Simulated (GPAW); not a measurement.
Input of a GPAW 26.7.0 run:

Contents of run.py:

```python
from ase.dft.bandgap import bandgap
from ase.io import read, write
from ase.units import GPa
from gpaw import GPAW, PW

atoms = read('POSCAR')

calc = GPAW(mode=PW(600),
            xc='PBE',
            kpts={'size': (8, 8, 8), 'gamma': True},
            occupations={'name': 'methfessel-paxton', 'order': 0, 'width': 0.02},
            nbands=18,
            convergence={'density': 1e-05, 'energy': 1e-05},
            maxiter=150,
            txt='gpaw.txt')
atoms.calc = calc
energy = atoms.get_potential_energy()
forces = atoms.get_forces()
stress = atoms.get_stress()
calc.write('gs.gpw')
write('result.traj', atoms)
print(f'Energy: {energy:.6f} eV')
print('Forces (eV/A):')
print(forces.round(4))
print('Stress (GPa):', (stress / GPa).round(3))
print('Fermi level:', round(calc.get_fermi_level(), 4), 'eV')
print(f'Gap: {bandgap(calc)[0]:.4f} eV, direct: {bandgap(calc, direct=True)[0]:.4f} eV')
```

The input POSCAR:

```
ZnSe
1.0
    0.0000000000      2.8338000000      2.8338000000
    2.8338000000      0.0000000000      2.8338000000
    2.8338000000      2.8338000000      0.0000000000
Se Zn
1 1
Direct
    0.7500000000      0.7500000000      0.7500000000
    0.0000000000      0.0000000000      0.0000000000
```

Potentials or basis: GPAW PAW data sets (gpaw-data 1.2.1), pw.

Command:

```console
$ OMP_NUM_THREADS=1 python run.py
```

**Question.** Predict the pressure.

**Answer.** 2.1 GPa.

**Question.** Predict the band gap on the k mesh.

**Answer.** 1.30 eV, direct.

**The experiment to reproduce.**

From “Alloy Disordering Effects on the Thermal Conductivity and Energy Gap Temperature Dependence of Cd1−xZnxSe Ternary Crystals Grown by the Bridgman Method”, 2023, pmc:10253836, for a bulk crystal of ZnSe at 300 K: band gap 2.695 ± 0.003 eV (an exciton energy, a little under the gap).

Against the measured gap of ZnSe, 2.695 eV (an exciton energy, a little under the gap; 300 K; “Alloy Disordering Effects on the Thermal Conductivity and Energy Gap Temperature Dependence of Cd1−xZnxSe Ternary Crystals Grown by the Bridgman Method”, 2023, pmc:10253836), the calculated 1.30 eV is off by -1.40 eV. So large a miss can be the level of theory's own, or it may mean another phase, state or a wrong row. Spin-orbit coupling on Se is left out. The value is that of PBE, without temperature or zero-point motion. Semilocal functionals fall short of measured gaps as a rule.
